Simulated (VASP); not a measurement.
Runs of VASP 6.6.1 on GaN. Symmetry: P6_3mc, No. 186, hexagonal system. The conventional cell has a = 3.189 Å, b = 3.189 Å, c = 5.192 Å, α = 90.00°, β = 90.00°, γ = 120.00°. Ga (site symmetry 3m) has 4 N at 1.95 to 1.96 Å as nearest neighbours. N (site symmetry 3m) is surrounded by 4 Ga at 1.95 to 1.96 Å. The cell is a database's computed one.

| task | level | potentials or basis | cell | k mesh | cutoff (eV) | mesh quality | gap on the mesh (eV) | pressure (GPa) | relaxed volume (Å³/atom) |
| --- | --- | --- | --- | --- | --- | --- | --- | --- | --- |
| relaxation of cell and atoms | RPBE | VASP PAW PBE potentials, release 64 (Ga_d, N) | relaxed | 12 × 12 × 6 | 600 | not flagged | 1.63 | 0.0 | (a) |
| single point | PBEsol | VASP PAW PBE potentials, release 64 (Ga_d, N) | as given | 12 × 12 × 6 | 520 | not flagged | 1.86 | -1.2 | - |
| relaxation of cell and atoms | PBEsol | VASP PAW PBE potentials, release 64 (Ga_d, N) | relaxed | 6 × 6 × 2 | 600 | coarse | (c) | 0.0 | 11.34 |
| relaxation of cell and atoms | LDA | VASP PAW LDA potentials, release 64 (Ga_d, N) | relaxed | 12 × 12 × 6 | 600 | not flagged | 2.11 | 0.0 | (b) |
| relaxation of cell and atoms | PBEsol | VASP PAW PBE potentials, release 64 (Ga, N) | relaxed | 12 × 12 × 6 | 580 | not flagged | 1.76 | 0.0 | 11.74 |

Alike in all rows: no spin polarisation; smearing gaussian 0.02 eV.

Problem. Fill in the values left out.

Solution. (a) 12.03; (b) 11.11; (c) 1.91.

Caveats: some runs use coarse meshes; the PAW data sets were made with another functional, which shifts forces and pressure a little (some runs).

A k mesh can miss the band edges, and the runs leave out spin-orbit coupling on Ga.

Not every run made on this cell is shown here.
